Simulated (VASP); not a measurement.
KF:

```
K F
1.0
     0.06789    2.72685    2.72685
     2.72685    0.06789    2.72685
     2.72685    2.72685    0.06789
K F
1 1
Direct
  0.00000 0.00000 0.00000
  0.50000 0.50000 0.50000
```

The cell was built by a generator and needn't be a form met in nature.

The cell isn't the ideal one: shear_111 strain +3.8%.

Base run:

| Item | Value |
| --- | --- |
| Program | VASP 6.6.1 |
| Functional | PBE |
| Potentials or basis | VASP PAW PBE potentials, release 64 (K_sv, F) |
| Cutoff | 520 eV |
| k mesh | 8 × 8 × 8 |
| Occupations | fermi-dirac, width 0.02 eV |
| Spin | no spin polarisation |

Its results: band gap on the k mesh 6.03 eV, direct; pressure 0.6 GPa.

Question: The run is repeated on the same cell with these changes: functional from PBE to r2SCAN; occupations from fermi-dirac, width 0.02 eV to gaussian, width 0.01 eV. What comes out?

Answer: Band gap on the k mesh 6.69 eV, direct; pressure -1.3 GPa.

Caveats: the PAW data sets were made with another functional, which shifts forces and pressure a little (some runs).

A k mesh can miss the band edges.
